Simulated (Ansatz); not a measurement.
Write the native input for Ansatz 0.2.0 that does the following.

| Property | Result |
| --- | --- |
| Task | single point |
| Functional | PBEsol |
| Potentials or basis | all-electron LAPW, scalar-relativistic |
| Cutoff | 445 eV (chosen from the basis error) |
| Basis error allowed | 0.001 eV/atom |
| k mesh | 7 × 7 × 7 |
| Occupations | fermi-dirac, width 0.05 eV |
| Spin | no spin polarisation |

Crystal: BaTiO3 (Barioperovskite).

```
Ba Ti O
1.0
     3.98550    0.00000    0.00000
     0.00000    2.83690    2.84515
     0.00000   -2.83690    2.84515
Ba Ti O
1 1 3
Cartesian
  0.0021 -0.0176 0.0169
  2.0084 -0.0190 2.9397
  1.9943 1.3448 4.2117
  2.0598 -1.4399 4.3012
  0.0209 -0.0364 2.8232
```

The cell isn't the ideal one: atoms moved at random, drawn with an rms of 0.05 Å.

One way to write it, as run:

input.yaml

```yaml
crystal:
  lattice:
    - [3.9855, 0.0, 0.0]
    - [0.0, 2.8369, 2.84515]
    - [0.0, -2.8369, 2.84515]
  atoms:
    - { symbol: Ba, position: [0.000522, -0.000146, 0.006069] }
    - { symbol: Ti, position: [0.503928, 0.51327, 0.519971] }
    - { symbol: O, position: [0.500399, 0.977165, 0.503131] }
    - { symbol: O, position: [0.516827, 0.502107, 1.009653] }
    - { symbol: O, position: [0.005246, 0.489722, 0.502551] }
kpoints:
  mp_grid: { grid: [7, 7, 7] }
scf:
  occupations: { method: fermi_dirac, width: 0.05 }
hamiltonian:
  xc: pbesol
  pseudopotentials: { kind: all_electron, lapw: { basis_error: 0.001 } }
output:
  forces: true
  stress: true
  eigenvalues: true
  populations: true
```

Potentials or basis: all-electron LAPW, scalar-relativistic.

The run is started by

```bash
$ ansatz run input.yaml --threads 4 --pin off --max-ram 12288MiB --backend cpu --events-out ev --progress --plain --runs-dir out
```

Results of the run:

```
Pressure               : -3.3 GPa
Largest force          : 0.633 eV/Å
Band gap on the k mesh : 1.96 eV, indirect (least direct gap 2.11 eV)
Loewdin charges        : Ba +1.79; Ti +1.20; O -0.85, -0.89, -0.88 e
```

Caveat: the atomic charges don't sum to the cell's charge; spin-orbit coupling is left out, which moves the levels of the heavy elements; an odd mesh through Γ misses points on the zone boundary, where band edges often lie.

Run time: 120 s on 4 threads of AMD EPYC 7R13 Processor (Zen 3) (shared host), peak memory 1.6 GiB.
